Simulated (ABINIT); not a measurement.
# Ta (P6_3/mmc) in ABINIT: further runs

Aim: see how the results for Ta move with the level of theory and the settings. Levels: LDA, PBEsol. Tasks: relaxation of cell and atoms.

All numbers are computed with ABINIT 10.8.3 (patched build); they aren't measurements. Logs are shortened: lines on timing, memory, paths and dates and some standing lists are left out, and cuts for length are marked. The log counts tension as positive stress, the text compression.

## Step 1: Starting point

Symmetry: P6_3/mmc, No. 194, hexagonal system. Conventional cell: a = 2.900 Å, b = 2.900 Å, c = 5.166 Å, α = 90.00°, β = 90.00°, γ = 120.00°. Around Ta (site symmetry -6m2) lie 12 Ta at 2.90 to 3.08 Å.

This isn't the form of Ta at room conditions, which is bcc.

## Step 2: Relaxation of cell and atoms, LDA

The input, run.abi:

```
# Pseudopotentials
pp_dirpath "./"
pseudos "Ta.LDA_PW-JTH.xml"

# Structure
acell 5.4809088767 5.4809088767 9.7628429448
rprim
     1.0000000000     0.0000000000     0.0000000000
    -0.5000000000     0.8660254038     0.0000000000
     0.0000000000     0.0000000000     1.0000000000
ntypat 1
znucl 73
natom 2
typat 1 1
xred
     0.3333333333     0.6666666667     0.2500000000
     0.6666666667     0.3333333333     0.7500000000
chkprim 0
chksymtnons 0
tolsym 1.0e-6

# Plane-wave basis
ecut 19.0
pawecutdg 38.0

# k points
kptopt 1
ngkpt 11 11 5
nshiftk 1
shiftk 0.0 0.0 0.0

# Exchange and correlation
ixc 7

# Bands and occupations
nband 17
occopt 3
tsmear 0.05 eV

# SCF cycle
nstep 100
tolvrs 1.0e-9

# Output
iomode 3
prtwf 0
prtden 0
prteig 0
prtebands 0
enunit 1

# Relaxation
ionmov 22
ntime 60
tolmxf 0.0001
optcell 2
dilatmx 1.08
ecutsm 0.5
```

Potentials or basis: JTH PAW LDA v2.0.

Command:

```bash
> abinit run.abi > log 2>&1
```

run.abo:

```text
.Version 10.8.3 of ABINIT
 Symmetries : space group P6_3/m m c (#194); Bravais hP (primitive hexag.)
================================================================================
 Values of the parameters that define the memory need of the present run
     intxc =       0    ionmov =      22      iscf =      17    lmnmax =      18
     lnmax =       6     mgfft =      45  mpssoang =       3    mqgrid =    3001
     natom =       2  nloc_mem =       2    nspden =       1   nspinor =       1
    nsppol =       1      nsym =      24    n1xccc =       1    ntypat =       1
    occopt =       3   xclevel =       1
       mpw =        1280          nfft =       25920          nkpt =          48
 PAW method is used; the additional fine FFT grid is defined by:
   mgfftf=        60    nfftf =     77760
================================================================================
================================================================================

--------------------------------------------------------------------------------
------------- Echo of variables that govern the present computation ------------
--------------------------------------------------------------------------------
 -outvars: echo values of preprocessed input variables --------
            acell      5.4809088767E+00  5.4809088767E+00  9.7628429448E+00 Bohr
              amu      1.80947900E+02
          chkprim           0
      chksymtnons           0
          dilatmx      1.08000000E+00
             ecut      1.90000000E+01 Hartree
           ecutsm      5.00000000E-01 Hartree
           enunit           1
           ionmov          22
              ixc           7
         kptrlatt       11    0    0      0   11    0      0    0    5
          kptrlen      4.88142147E+01
            natom           2
            nband          17
            ngfft          24      24      45
          ngfftdg          36      36      60
             nkpt          48
            nstep         100
             nsym          24
            ntime          60
           ntypat           1
           occopt           3
          optcell           2
        pawecutdg      3.80000000E+01 Hartree
           prtden           0
        prtebands           0
           prteig           0
            prtwf           0
            rprim      1.0000000000E+00  0.0000000000E+00  0.0000000000E+00
                      -5.0000000000E-01  8.6602540380E-01  0.0000000000E+00
                       0.0000000000E+00  0.0000000000E+00  1.0000000000E+00
          spgroup         194
           tolmxf      1.00000000E-04
           tolsym      1.00000000E-06
           tolvrs      1.00000000E-09
           tsmear      1.83746611E-03 Hartree
            typat      1  1
           useylm           1
           xangst      3.7716913284E-16  1.6745305958E+00  1.2915684991E+00
                       1.4501860353E+00  8.3726529788E-01  3.8747054974E+00
            xcart      7.1274636421E-16  3.1644042154E+00  2.4407107362E+00
                       2.7404544383E+00  1.5822021077E+00  7.3221322086E+00
             xred      3.3333333333E-01  6.6666666667E-01  2.5000000000E-01
                       6.6666666667E-01  3.3333333333E-01  7.5000000000E-01
            znucl       73.00000

================================================================================

 chkinp: Checking input parameters for consistency.

================================================================================
== DATASET  1 ==================================================================

--- !DatasetInfo
iteration_state: {dtset: 1, }
dimensions: {natom: 2, nkpt: 48, mband: 17, nsppol: 1, nspinor: 1, nspden: 1, mpw: 1280, }
cutoff_energies: {ecut:  19.0, pawecutdg:  38.0, }
electrons: {nelect:   2.60000000E+01, charge:   0.00000000E+00, occopt:   3.00000000E+00, tsmear:   1.83746611E-03, }
meta: {optdriver: 0, ionmov: 22, optcell: 2, iscf: 17, paral_kgb: 0, }
...

 Exchange-correlation functional for the present dataset will be:
  LDA: Perdew-Wang 92 LSD fit to Ceperley-Alder data - ixc=7
  J.P.Perdew and Y.Wang, PRB 45, 13244 (1992)

 Real(R)+Recip(G) space primitive vectors, cartesian coordinates (Bohr,Bohr^-1):
 R(1)=  5.4809089  0.0000000  0.0000000  G(1)=  0.1824515  0.1053384  0.0000000
 R(2)= -2.7404544  4.7466063  0.0000000  G(2)=  0.0000000  0.2106768  0.0000000
 R(3)=  0.0000000  0.0000000  9.7628429  G(3)=  0.0000000  0.0000000  0.1024292
 Unit cell volume ucvol=  2.5398736E+02 bohr^3
 Angles (23,13,12)=  9.00000000E+01  9.00000000E+01  1.20000000E+02 degrees

 Coarse grid specifications (used for wave-functions):

 getcut: wavevector=  0.0000  0.0000  0.0000  ngfft=  24  24  45
         ecut(hartree)=     22.162   => boxcut(ratio)=   2.06630

 Fine grid specifications (used for densities):

 getcut: wavevector=  0.0000  0.0000  0.0000  ngfft=  36  36  60
         ecut(hartree)=     44.323   => boxcut(ratio)=   2.05066

--- Pseudopotential description ------------------------------------------------
- pspini: atom type   1  psp file is ./Ta.LDA_PW-JTH.xml
 Pseudopotential format is: paw10
 basis_size (lnmax)=  6 (lmn_size= 18), orbitals=   0   0   1   1   2   2
 Spheres core radius: rc_sph= 2.41973345
 Shapefunction is SIN type: shapef(r)=[sin(pi*r/rshp)/(pi*r/rshp)]**2
 Radius for shape functions =  2.11065461
 Compensation charge density is not taken into account in XC energy/potential

   3.93464474E+03                                ecore*ucvol(ha*bohr**3)
--------------------------------------------------------------------------------

================================================================================

=== [ionmov=22] Limited-memory Broyden-Fletcher-Goldfarb-Shanno method
================================================================================

--- Iteration: ( 1/60) Internal Cycle: (1/1)
--------------------------------------------------------------------------------

---SELF-CONSISTENT-FIELD CONVERGENCE--------------------------------------------

--- !BeginCycle
iteration_state: {dtset: 1, itime: 1, icycle: 1, }
solver: {iscf: 17, nstep: 100, nline: 4, wfoptalg: 10, }
tolerances: {tolvrs: 1.00E-09, }
...
[... 450 lines left out ...]
  5.35609713168020E+00  0.00000000000000E+00  0.00000000000000E+00
 -2.67804856584010E+00  4.63851618125536E+00  0.00000000000000E+00
  0.00000000000000E+00  0.00000000000000E+00  9.59953523520186E+00
 Unitary Cell Volume (ucvol) [Bohr^3]=  2.38494148075112E+02
 Angles (23,13,12)= [degrees]
  9.00000000000000E+01  9.00000000000000E+01  1.19999999999554E+02
 Lengths [Bohr]
  5.35609713168020E+00  5.35609713175238E+00  9.59953523520186E+00
 Stress tensor in cartesian coordinates (strten) [Ha/bohr^3]
  4.71607018118214E-07  0.00000000000000E+00  0.00000000000000E+00
  0.00000000000000E+00  4.71604532134573E-07  0.00000000000000E+00
  0.00000000000000E+00  0.00000000000000E+00 -9.84095767153637E-07
 Total energy (etotal) [Ha]= -1.18473406487229E+02

 Difference of energy with previous step (new-old):
           Absolute (Ha)=-4.03022E-08
           Relative     =-3.40180E-10

 At Broyd/MD step   5, gradients are converged :
  max grad (force/stress) = 9.8410E-05 < tolmxf= 1.0000E-04 ha/bohr (free atoms)

================================================================================

 ----iterations are completed or convergence reached----

 Mean square residual over all n,k,spin=   18.982E-09; max=  11.740E-06
 reduced coordinates (array xred) for    2 atoms
       0.333333333333      0.666666666667      0.250000000000
       0.666666666667      0.333333333333      0.750000000000
 rms dE/dt=  1.0993E-28; max dE/dt=  1.3463E-28; dE/dt below (all hartree)
    1       0.000000000000     -0.000000000000      0.000000000000
    2      -0.000000000000      0.000000000000      0.000000000000

 cartesian coordinates (angstrom) at end:
    1      0.00000000000000     1.63639803590661     1.26996381957074
    2      1.41716226977262     0.81819901795331     3.80989145871222

 cartesian forces (hartree/bohr) at end:
    1     -0.00000000000000     0.00000000000000    -0.00000000000000
    2      0.00000000000000    -0.00000000000000    -0.00000000000000
 frms,max,avg= 1.6757508E-29 2.5136262E-29   0.000E+00  0.000E+00  0.000E+00 h/b

 cartesian forces (eV/Angstrom) at end:
    1     -0.00000000000000     0.00000000000000    -0.00000000000000
    2      0.00000000000000    -0.00000000000000    -0.00000000000000
 frms,max,avg= 8.6170571E-28 1.2925586E-27   0.000E+00  0.000E+00  0.000E+00 e/A
 length scales=  5.356097131680  5.356097131752  9.599535235202 bohr
              =  2.834324539545  2.834324539583  5.079855278283 angstroms
 Fermi (or HOMO) energy (eV) =   1.53566   Average Vxc (eV)= -12.81517
 Eigenvalues (   eV  ) for nkpt=  48  k points:
 kpt#   1, nband= 17, wtk=  0.00165, kpt=  0.0000  0.0000  0.0000 (reduced coord)
 -65.95324  -65.87682  -32.98767  -31.99113  -31.84230  -31.84230  -31.74530  -31.74530
  -6.85171   -3.59587    0.78404    1.65197    2.09225    2.09225    2.68734    2.68734
   4.67665
 prteigrs : prtvol=0 or 1, do not print more k-points.

--- !EnergyTerms
iteration_state     : {dtset: 1, itime: 5, icycle: 1, }
comment             : Components of total free energy in Hartree
kinetic             :  1.21853658860244E+01
hartree             :  1.55695010178768E+01
xc                  : -1.62540251614988E+01
Ewald energy        : -9.90354104208546E+01
psp_core            :  1.64978670055203E+01
local_psp           : -1.50715546924013E+01
PAW spherical_terms : -3.23646005037208E+01
internal            : -1.18472856869054E+02
'-kT*entropy'       : -5.53287684981322E-04
total_energy        : -1.18473410156739E+02
total_energy_eV     : -3.22382572365355E+03
...

--- !EnergyTermsDC
iteration_state     : {dtset: 1, itime: 5, icycle: 1, }
comment             : '"Double-counting" decomposition of free energy'
band_energy         : -2.43217587095857E+01
Ewald energy        : -9.90354104208546E+01
psp_core            :  1.64978670055203E+01
xc_dc               : -2.36383129187933E+01
PAW spherical_terms :  1.20247618441697E+01
internal            : -1.18472853199544E+02
'-kT*entropy'       : -5.53287684981322E-04
total_energy_dc     : -1.18473406487229E+02
total_energy_dc_eV  : -3.22382562380109E+03
...

--- !EnergyTermsWithPAWCore
iteration_state     : {dtset: 1, itime: 5, icycle: 1, }
comment             : 'Components of total free energy, including PAW core contributions'
Total energy        : -3.11914588541260E+04
Total energy DC     : -3.11914588504565E+04
Total energy (eV)   : -8.48762834455246E+05
Total energy DC (eV): -8.48762834355394E+05
...

 Cartesian components of stress tensor (hartree/bohr^3)
  sigma(1 1)=  4.71607018E-07  sigma(3 2)=  0.00000000E+00
  sigma(2 2)=  4.71604532E-07  sigma(3 1)=  0.00000000E+00
  sigma(3 3)= -9.84095767E-07  sigma(2 1)=  0.00000000E+00

-Cartesian components of stress tensor (GPa)         [Pressure=  4.0095E-04 GPa]
- sigma(1 1)=  1.38751575E-02  sigma(3 2)=  0.00000000E+00
- sigma(2 2)=  1.38750844E-02  sigma(3 1)=  0.00000000E+00
- sigma(3 3)= -2.89530971E-02  sigma(2 1)=  0.00000000E+00

== END DATASET(S) ==============================================================
================================================================================

 -outvars: echo values of variables after computation  --------
            acell      5.3560971317E+00  5.3560971318E+00  9.5995352352E+00 Bohr
           etotal     -1.1847340649E+02
            fcart     -2.5136262067E-29  1.4512427670E-29 -0.0000000000E+00
                       2.5136262067E-29 -1.4512427670E-29 -0.0000000000E+00
            rprim      1.0000000000E+00  0.0000000000E+00  0.0000000000E+00
                      -4.9999999999E-01  8.6602540379E-01  0.0000000000E+00
                       0.0000000000E+00  0.0000000000E+00  1.0000000000E+00
           strten      4.7160701812E-07  4.7160453213E-07 -9.8409576715E-07
                       0.0000000000E+00  0.0000000000E+00  0.0000000000E+00
           xangst      3.3922427612E-16  1.6363980359E+00  1.2699638196E+00
                       1.4171622698E+00  8.1819901795E-01  3.8098914587E+00
             xred      3.3333333333E-01  6.6666666667E-01  2.5000000000E-01
                       6.6666666667E-01  3.3333333333E-01  7.5000000000E-01
 Calculation completed.
```

Wall time 94 s (1 thread of Arm Neoverse V2, shared host); peak memory 0.12 GiB.

What came out:

| Item | Value |
| --- | --- |
| Free energy | -3223.8256 eV |
| Relaxed volume | 17.67 Å³/atom |
| Relaxed cell | a = 2.834 Å, b = 2.834 Å, c = 5.080 Å, α = 90.00°, β = 90.00°, γ = 120.00° |
| Space group after relaxing (to 0.05 Å) | P6_3/mmc (No. 194) |
| Energy gained by relaxing | 46.4 meV/atom |
| Ionic steps | 5 |
| Pressure after relaxing | 0.0 GPa |
| Band gap on the k mesh | none (metal or under the smearing width) |
| Valence electrons inside the program's atomic spheres | Ta 10.71 (radii [1.2805] Å) |

Step by step:
| step | energy change (eV) | largest force (eV/Å) | pressure (GPa) | volume (Å³) |
| --- | --- | --- | --- | --- |
| 1 | 0.0000 | 0.0000 | -12.07 | 37.64 |
| 2 | -0.0768 | 0.0000 | -5.33 | 36.26 |
| 3 | -0.0927 | 0.0000 | 0.44 | 35.27 |
| 4 | -0.0928 | 0.0000 | -0.01 | 35.34 |
| 5 | -0.0928 | 0.0000 | 0.00 | 35.34 |

Final structure:
```yaml
crystal:
  lattice:
    - [2.83432, 0.00000, 0.00000]
    - [-1.41716, 2.45460, 0.00000]
    - [0.00000, 0.00000, 5.07986]
  atoms:
    - { symbol: Ta, position: [0.33333, 0.66667, 0.25000] }
    - { symbol: Ta, position: [0.66667, 0.33333, 0.75000] }
```

Levels at points of the mesh, in eV from the Fermi level:
```tsv
k point	band 10	band 11	band 12	band 13	band 14	band 15	band 16	band 17
(0.00, 0.00, 0.00)	-5.13	-0.75	0.12	0.56	0.56	1.15	1.15	3.14
```

The run has no spin-orbit coupling, so splittings on Ta are missing.

## Step 3: Relaxation of cell and atoms, PBEsol

run.abi, as its differences from that of step 2:

```diff
@@ -2,3 +2,3 @@
 pp_dirpath "./"
-pseudos "Ta.LDA_PW-JTH.xml"
+pseudos "Ta.GGA_PBE-JTH.xml"
 
@@ -24,2 +24,3 @@
 pawecutdg 38.0
+pawxcdev 0
 
@@ -32,3 +33,3 @@
 # Exchange and correlation
-ixc 7
+ixc -116133
```

Potentials or basis: JTH PAW PBE v2.0.

Command:

```bash
> abinit run.abi > log 2>&1
```

Run time: 1.8 min. Hardware: 1 thread of Arm Neoverse V2, shared host; peak memory 0.14 GiB.

Results (log left out):

| Property | Result |
| --- | --- |
| Free energy | -3212.0012 eV |
| Relaxed volume | 18.13 Å³/atom |
| Relaxed cell | a = 2.861 Å, b = 2.861 Å, c = 5.115 Å, α = 90.00°, β = 90.00°, γ = 120.00° |
| Space group after relaxing (to 0.05 Å) | P6_3/mmc (No. 194) |
| Energy gained by relaxing | 16.3 meV/atom |
| Ionic steps | 5 |
| Pressure after relaxing | 0.0 GPa |
| Band gap on the k mesh | none (metal or under the smearing width) |
| Valence electrons inside the program's atomic spheres | Ta 10.65 (radii [1.2805] Å) |

Step by step:
| step | energy change (eV) | largest force (eV/Å) | pressure (GPa) | volume (Å³) |
| --- | --- | --- | --- | --- |
| 1 | 0.0000 | 0.0000 | -7.16 | 37.64 |
| 2 | -0.0269 | 0.0000 | -3.10 | 36.82 |
| 3 | -0.0325 | 0.0000 | 0.19 | 36.22 |
| 4 | -0.0326 | 0.0000 | 0.00 | 36.26 |
| 5 | -0.0326 | 0.0000 | 0.00 | 36.26 |

Final structure:
```yaml
crystal:
  lattice:
    - [2.86100, 0.00000, 0.00000]
    - [-1.43050, 2.47770, 0.00000]
    - [0.00000, 0.00000, 5.11492]
  atoms:
    - { symbol: Ta, position: [0.33333, 0.66667, 0.25000] }
    - { symbol: Ta, position: [0.66667, 0.33333, 0.75000] }
```

Levels at points of the mesh, in eV from the Fermi level:
```
           k point  band 10  band 11  band 12  band 13  band 14  band 15  band 16  band 17
(0.00, 0.00, 0.00)    -5.06    -0.67    -0.06     0.58     0.58     1.17     1.17     3.09
```

Caveat: the PAW data sets were made with another functional, which shifts forces and pressure a little.
